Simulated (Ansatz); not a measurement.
# Al: pressure up to the limit of the methods

An exercise on one series of results from a longer session: the logs are not shown, and one member is left open.

Program: Ansatz 0.2.0. Level of theory: DFT PBE, with the methods named in each step. These are calculated values, not measurements.

1 further run of the same task is left out (it didn't finish).

## The structure to begin with

Symmetry: P6/mmm, No. 191, hexagonal system. The conventional cell has a = 2.762 Å, b = 2.762 Å, c = 2.596 Å, α = 90.00°, β = 90.00°, γ = 120.00°. Around Al (site symmetry 6/mmm) lie 8 Al at 2.60 to 2.76 Å.

Structure file:

```xyz
1
Lattice="2.7615 0.0000 0.0000 -1.3808 2.3915 0.0000 0.0000 0.0000 2.5958" Properties=species:S:1:pos:R:3 pbc="T T T"
Al    0.0000    0.0000    0.0000
```

Whether this phase is the stable one at these pressures isn't tested.

Set-up of the first run:

input.yaml reads:

```yaml
crystal:
  lattice:
    - [2.7615049113, 0.0, 0.0]
    - [-1.3807524557, 2.3915334059, 0.0]
    - [0.0, 0.0, 2.5958146166]
  atoms:
    - { symbol: Al, position: [0.0, 0.0, 0.0] }
kpoints:
  mp_grid: { grid: [16, 16, 15] }
scf:
  occupations: { method: fermi_dirac, width: 0.08 }
hamiltonian:
  xc: pbe
  pseudopotentials: { kind: paw }
output:
  forces: true
  stress: true
  write_density: true
  write_potential: true
  elf: true
  volumetric_format: npy
relax:
  f_tol: 0.005
  max_steps: 40
  cell: {}
```

Launch:

```
> ansatz run input.yaml --threads 1 --pin off --max-ram 2048MiB --backend cpu --events-out ev --progress --plain --runs-dir out
```

Among the steps run: Cell relaxed at zero pressure, PAW; Volume scaled by 1, PAW; Shape and atoms relaxed at 0.88 of the volume, PAW; Volume scaled by 0.88, PAW; Shape and atoms relaxed at 0.78 of the volume, PAW; Volume scaled by 0.78, PAW; Shape and atoms relaxed at 0.68 of the volume, PAW; Volume scaled by 0.68, PAW; Shape and atoms relaxed at 0.58 of the volume, PAW; Volume scaled by 0.58, PAW; Volume scaled by 0.58, PAW (level accurate); Shape and atoms relaxed at 0.5 of the volume, PAW; Volume scaled by 0.5, PAW; Shape and atoms relaxed at 0.43 of the volume, PAW; Volume scaled by 0.43, PAW; Volume scaled by 0.43, PAW (partial_waves polarizable).

One table of the session follows, with a row left open; its other results are not shown here.

```
                         method  volume over the first  volume (Å³/atom)  pressure (GPa)
                            PAW                      1            18.776            0.00
                            PAW                   0.88            16.523           10.84
                            PAW                   0.78            14.645           27.00
                            PAW                   0.68            12.768           54.79
                            PAW                   0.58            10.890          104.48
                            PAW                    0.5                 ?               ?
                            PAW                   0.43             8.074          278.74
           PAW (level accurate)                   0.58            10.890          103.99
PAW (partial_waves polarizable)                   0.43             8.074          278.75
```

Q: Estimate the row for PAW, 0.5 from the others.

As computed: volume (Å³/atom): 9.388; pressure (GPa): 174.62. In the column «volume (Å³/atom)» it lies between PAW (partial_waves polarizable), 0.43 (8.074) and PAW, 0.58 (10.890).
